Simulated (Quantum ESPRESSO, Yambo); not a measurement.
# A GW chain in Yambo: BAs (F-43m), part 3 of 3

Wanted: ground state, empty states, screening and self-energy for BAs (F-43m).

Quantum ESPRESSO 7.5 and Yambo 5.3.0; PBE and many-body steps on it, plane waves. Known limits of the many-body steps: not at the basis limit; exchange with frozen shells missing; no spin-orbit coupling; coarse k mesh.

So far. Step 3 (Bands along the symmetry lines): The gap is 1.209 eV, as in the run before at this level. Step 4 (Empty states on the mesh, 4×4×4 mesh, 70 bands): On this mesh the gap is 1.454 eV. The earlier step found 1.209 eV, so this mesh misses an edge.

## 6. Screening and self-energy, 4×4×4 mesh, 70 bands, screening to 129.3 eV

G0W0 replaces the xc potential by the self-energy, built once from these orbitals. Only a window of levels is corrected, while the sums run over the empty bands that the input names.

This step: G0W0 on PBE, plane waves, norm-conserving pseudopotentials.

The input, gw1.in:

```
HF_and_locXC
gw0
dyson
ppa
em1d
rim_cut
RandQpts= 1000000
RandGvec= 1 RL
EXXRLvcs= 76 Ry
VXCRLvcs= 304 Ry
Chimod= "HARTREE"
% BndsRnXp
 1 | 70 |
%
NGsBlkXp= 9.5 Ry
% LongDrXp
 1 | 1 | 1 |
%
% GbndRnge
 1 | 70 |
%
DysSolver= "n"
ExtendOut
PPAPntXp= 27.21138 eV
% QPkrange
 1 | 8 | 6 | 13 |
%
```

Command:

```console
$ OMP_NUM_THREADS=1 mpirun -n 4 yambo -F gw1.in -J gw1 -C gw1 > gw1.log
```

What it wrote:

```text
 Yambo, version 5.3.0

 [02] CORE Variables Setup
 =========================

  [... cell, symmetries and grids as in the set-up ...]

  [02.05] Energies & Occupations
  ==============================

  [X] === General ===
  [X] Electronic Temperature                        :  0.000000  0.000000 [eV K]
  [X] Bosonic    Temperature                        :  0.000000  0.000000 [eV K]
  [X] Finite Temperature mode                       : no
  [X] El. density                                   :  0.66049E+24 [cm-3]
  [X] Fermi Level                                   :  11.34311 [eV]

  [X] === Gaps and Widths ===
  [X] Conduction Band Min                           :  1.454461 [eV]
  [X] Valence Band Max                              :  0.000000 [eV]
  [X] Filled Bands                                  :   9
  [X] Empty Bands                                   :   10   70
  [X] Direct Gap                                    :  3.292229 [eV]
  [X] Direct Gap localized at k                     :  1
  [X] Indirect Gap                                  :  1.454461 [eV]
  [X] Indirect Gap between kpts                     :   1   7
  [X] Last valence band width                       :  5.184778 [eV]
  [X] 1st conduction band width                     :  3.824696 [eV]

 [03] Transferred momenta grid and indexing
 ==========================================

 IBZ Q-points                                      :   8
 BZ  Q-points                                      :   64

 K/Q-points units:
 rlu = crystal or reduced units; cc = cartesian coordinates; iku = interal k-units

 Q [1]          [rlu]:  0.000000  0.000000  0.000000
 Q [2]          [rlu]:  0.31652E-17  0.31652E-17  0.25000
 Q [3]          [rlu]: -0.63303E-17 -0.63303E-17 -0.50000
 Q [4]          [rlu]: -0.18488E-16  0.25000      0.25000
 Q [5]          [rlu]: -0.34720E-18  0.25000      0.50000
 Q [6]          [rlu]: -0.63303E-17  0.25000     -0.25000
 Q [7]          [rlu]:  0.36976E-16 -0.50000     -0.50000
 Q [8]          [rlu]:  0.250000 -0.500000 -0.250000

 [04] Coloumb potential Random Integration (RIM)
 ===============================================

  [04.01] RIM initialization
  ==========================

  * Diagonal components only detected *

  8 x (sBL volume)        :  0.168596 [a.u.]
  sBZ random points       :  1000000
  Points outside the sBZ  :   7996195
  RL volume               :  1.348768 [a.u.]
  Integrated volume       :  1.349410 [a.u.]

  [04.02] RIM integrals
  =====================

  Gamma point sphere radius             :  0.100207 [a.u.]
  Points outside the sphere             :   799659
  [Int_sBZ(q=0) 1/q^2]*(Vol_sBZ)^(-1/3) =:  7.764404
                                 should be <:  7.795600

  Summary of Coulomb integrals for non-metallic bands |Q|[au] RIM/Bare

  Q [1] 0.100000E-4 0.995998 * Q [2] 0.301388 1.064955
  Q [4] 0.348013 1.063169 * Q [6] 0.492165 1.026119
  Q [5] 0.577115 1.019126 * Q [3] 0.602777 1.017184
  Q [7] 0.696026 1.014132 * Q [8] 0.778181 1.011034

 [05] Dipoles
 ============

  [05.01] Setup: observables and procedures
  =========================================

 [06] Dynamic Dielectric Matrix (PPA)
 ====================================

 [WR./gw1//ndb.pp]---------------------------------------------------------------
  Brillouin Zone Q/K grids (IBZ/BZ)                :    8   64    8   64
  RL vectors                                       :  2685 [WF]
  Coulomb cutoff potential                         : none
  Electronic Temperature                           :  0.000000 [K]
  Bosonic    Temperature                           :  0.000000 [K]
  PPA    diel. fun.  energies                      : Perdew, Burke & Ernzerhof(X)+Perdew, Burke & Ernzerhof(C)
  wavefunctions                                    : Perdew, Burke & Ernzerhof(X)+Perdew, Burke & Ernzerhof(C)
  Global Gauge                                     : length
  X matrix size                                    :  137
  X band range                                     :    1   70
  X e/h energy range                               : -1.000000 -1.000000 [eV]
  X Time ordering                                  : R
  X Hxc Kernel                                     : HARTREE
  X Drude frequency                                :  0.000000  0.000000
  X poles                                          :  100.0000 [o/o]
  RL vectors in the sum                            :  2685
  [r,Vnl] included                                 : yes
  Field direction                                  :  0.577350E-5  0.577350E-5  0.577350E-5
  BZ energy Double Grid                            : no
  BZ energy DbGd points                            : 0
  BZ Q point size factor                           : -1.000000
  X Optical Averaged directions                    : none

 [07] Local Exchange-Correlation + Non-Local Fock
 ================================================

 [VXC] Plane waves :  16457
 [EXS] Plane waves :  2109

 QP @ state[ 1 ] K range:   1   8
 QP @ state[ 1 ] b range:   6  13

 [xc] Functional : Perdew, Burke & Ernzerhof(X)+Perdew, Burke & Ernzerhof(C)
 [xc] LIBXC used to calculate xc functional
  PP Number of Atomic Species                      :  2
  NLCC RL compoments                               :  16457
  PP Number of Atomic Species                      :  2
  NLCC RL compoments                               :  16457

 [xc] E_xc :  -12.08111 [Ha]
      E_xc :  -24.16223 [Ry]

  Local XC kind (lXC) : Perdew, Burke & Ernzerhof(X)+Perdew, Burke & Ernzerhof(C)
  Non-Local XC kind (nlXC) : Hartree-Fock

  Corrections @ K [1] :  [eV]
 <6|nlXC|6> = -21.29109  0.27242E-17 <6|lXC|6> = -13.00038 -0.18881E-15
 <7|nlXC|7> = -15.61869  0.15283E-16 <7|lXC|7> = -13.71549 -0.47160E-16
 <8|nlXC|8> = -15.61882 -0.59795E-17 <8|lXC|8> = -13.71549  0.18878E-15
 <9|nlXC|9> = -15.61876  0.15661E-17 <9|lXC|9> = -13.71549  0.18883E-15
 <10|nlXC|10> = -8.323266 -0.47562E-17 <10|lXC|10> = -12.54786  0.82930E-20
 <11|nlXC|11> = -8.323465  0.15917E-17 <11|lXC|11> = -12.54786 -0.18883E-15
 <12|nlXC|12> = -8.323472 -0.26391E-17 <12|lXC|12> = -12.54787  0.92182E-20
 <13|nlXC|13> = -8.766743  0.49554E-17 <13|lXC|13> = -14.35360  0.94386E-16

  Corrections @ K [2] :  [eV]
 <6|nlXC|6> = -21.08780 -0.37388E-16 <6|lXC|6> = -13.17996 -0.37764E-15
 <7|nlXC|7> = -16.67549  0.33372E-17 <7|lXC|7> = -12.88529  0.33047E-15
[...]
Corrections @ K [3] :  [eV]
[...]
Corrections @ K [4] :  [eV]
[...]
Corrections @ K [5] :  [eV]
[...]
[... 2 further k-points ...]
  Corrections @ K [8] :  [eV]
[...]
<9|nlXC|9> = -15.58997  0.81066E-17 <9|lXC|9> = -11.94184  0.23546E-16
 <10|nlXC|10> = -5.728167  0.13862E-17 <10|lXC|10> = -11.23454  0.94396E-16
 <11|nlXC|11> = -6.927596 -0.57905E-17 <11|lXC|11> = -13.04615 -0.18879E-15
 <12|nlXC|12> = -6.542165 -0.59510E-18 <12|lXC|12> = -11.29138  0.47205E-16
 <13|nlXC|13> = -7.145675  0.75364E-18 <13|lXC|13> = -12.73585  0.94421E-16

  [07.01] Hartree-Fock occupations report
  =======================================

  [Hartree-Fock] === General ===
  [Hartree-Fock] Electronic Temperature             :  0.000000  0.000000 [eV K]
  [Hartree-Fock] Bosonic    Temperature             :  0.000000  0.000000 [eV K]
  [Hartree-Fock] Finite Temperature mode            : no
  [Hartree-Fock] El. density                        :  0.66049E+24 [cm-3]
  [Hartree-Fock] Fermi Level                        :  11.34311 [eV]

  [Hartree-Fock] === Gaps and Widths ===
  [Hartree-Fock] Conduction Band Min                :  5.734131 [eV]
  [Hartree-Fock] Valence Band Max                   : -1.903273 [eV]
  [Hartree-Fock] Filled Bands                       :   9
  [Hartree-Fock] Empty Bands                        :   10   70
  [Hartree-Fock] Direct Gap                         :  9.420101 [eV]
  [Hartree-Fock] Direct Gap localized at k          :  1
  [Hartree-Fock] Indirect Gap                       :  7.637404 [eV]
  [Hartree-Fock] Indirect Gap between kpts          :   1   7
  [Hartree-Fock] Last valence band width            :  6.929634 [eV]
  [Hartree-Fock] 1st conduction band width          :  5.051395 [eV]

 [08] Dyson equation: Newton solver
 ==================================

  [08.01] G0W0 (W PPA)
  ====================

  [  GW  ] Bands range     :    1   70
  [GW/PPA] G damping       :  0.100000 [eV]

  QP @ state[ 1 ] K range:   1   8
  QP @ state[ 1 ] b range:   6  13

   Sc/G bands                                       :    1   70
   Sc/G damping                                     :  0.100000 ev
   Sc bands terminator                              : no
   Sx RL components                                 :  2109

   QP @ state[ 1 ] K range                          :   1   8
   QP @ state[ 1 ] b range                          :   6  13
   GF energies kind                                 : Perdew, Burke & Ernzerhof(X)+Perdew, Burke & Ernzerhof(C)
   GF WF`s kind                                     : Perdew, Burke & Ernzerhof(X)+Perdew, Burke & Ernzerhof(C)
   Xs energies kind                                 : Perdew, Burke & Ernzerhof(X)+Perdew, Burke & Ernzerhof(C)
   Xs WF`s kind                                     : Perdew, Burke & Ernzerhof(X)+Perdew, Burke & Ernzerhof(C)

 [11] Game Over & Game summary
```

It took 75 s on 4 MPI ranks of Arm Neoverse V1, shared host; peak memory 1.3 GiB; 4.9 min of CPU time.

This step gave:

```yaml
g0w0_gap_on_the_mesh: 2.277 eV
starting_gap_on_the_mesh: 1.454 eV
k_of_the_valence_top: 0, 0, 0
k_of_the_conduction_bottom: 0, -0.5, -0.5
least_direct_g0w0_gap_on_the_computed_points: 4.080 eV
z_at_the_valence_top: 0.8068
z_at_the_conduction_bottom: 0.8172
```

The gap on the mesh goes from 1.45 eV to 2.28 eV, a correction of +0.82 eV. The start differs from the 1.21 eV found before because the two sample other k points.

Limits: finite bands, cutoff and mesh; exchange with frozen shells missing; no spin-orbit coupling; coarse k mesh. v1 is the top filled band, c1 the lowest empty one. Levels before and after the correction, in eV, zero at the valence-band top of each column:

```csv
,conduction bottom,valence top
Kohn-Sham,1.45,0.00
G0W0,2.28,0.00
```

```csv
,level,energy (eV)
Kohn-Sham,Γ v3-v1,0.000
Kohn-Sham,Γ c1-c3,3.292
Kohn-Sham,(0 -0.5 -0.5) v3,-8.514
Kohn-Sham,(0 -0.5 -0.5) v2-v1,-4.072
Kohn-Sham,(0 -0.5 -0.5) c1,1.454
Kohn-Sham,(0 -0.5 -0.5) c2,1.459
Kohn-Sham,(0 -0.5 -0.5) c3,11.392
G0W0,Γ v3-v1,0.000
G0W0,Γ c1-c3,4.080
G0W0,(0 -0.5 -0.5) v3,-8.947
G0W0,(0 -0.5 -0.5) v2-v1,-4.378
G0W0,(0 -0.5 -0.5) c1,2.277
G0W0,(0 -0.5 -0.5) c2,2.322
G0W0,(0 -0.5 -0.5) c3,12.374
```

## 7. Where the time went

Times are wall times on the hardware named with each run, good to a factor of about two.

```csv
step,time,share,memory (GiB)
ground state,4.6 s,5 %,0.21
bands along the symmetry lines,2.7 s,3 %,0.18
empty states on the mesh,2.8 s,3 %,0.22
conversion and set-up,2.1 s,2 %,0.24
screening and self-energy,75 s,86 %,1.3
```

## 8. Outcome

```yaml
pbe_gap: 1.21 eV, indirect
g0w0_gap_on_the_mesh: 2.28 eV
g0w0_gap_over_the_zone_rigid_shift: 2.03 eV
gw_settings: 4×4×4 mesh, 70 bands, screening to 129.3 eV, Godby-Needs plasmon pole
known_limits: not at the basis limit; exchange with frozen shells missing; no spin-orbit coupling; coarse k mesh
```

G0W0 moves the gap on the mesh from 1.45 eV to 2.28 eV (+0.82 eV), with Z of 0.81 and 0.82 at the edges. The mesh misses the band edges by 0.25 eV in all; a rigid shift gives 2.03 eV for the zone. The dearest step here is «screening and self-energy». Against experiment, by G0W0@PBE: the gap of 2.03 eV lies +0.01 eV from the measured 2.02 eV (indirect, 300 K, 2019); the direct gap of 4.08 eV lies −0.04 eV from the measured 4.12 eV (direct, 300 K, 2019); the gap of 2.03 eV lies +0.21 eV from the measured 1.82 eV (indirect, 300 K, 2019). An exciton line or allowed optical edge lies below the quasiparticle gap by the binding energy; a forbidden edge can push the onset above it. The calculation has static nuclei and no excitons; a measured gap holds zero-point and thermal motion, which mostly lowers it. Bands and cutoff are finite, so the gap is not at the basis limit. The miss can reach some tenths of an eV and take either sign; the mesh is an error of its own. A denser mesh or path gives a starting gap of 1.21 eV: the GW mesh misses a band edge, so its gaps are not the fundamental one. The 4×4×4 mesh is coarse for this cell, which bears on the long-range parts of exchange and screening. The norm-conserving file of at least one element keeps a d shell over frozen s and p shells of the same row. Exchange with those shells is missing from the self-energy, an error of 0.3 to 0.9 eV in cases checked, whose sign depends on which edge lies on those atoms. The many-body steps are scalar-relativistic: spin-orbit coupling is not in them.

[Paths, hosts, dates, memory and timing lines, banners, echoed tables and standing remarks are left out of the program output.]

[Logs are printed without paths, hosts, clocks, repeated set-up lines and the standing remarks that a program may print on its own settings, such as how far it seeks lower states.]

[Runs of the session that timed out or met a known fault of the program may be left out.]

[Hosts, paths, dates, database ids (printed as entryN), source tags and the programs' standing remarks are cut or masked in the printed files.]
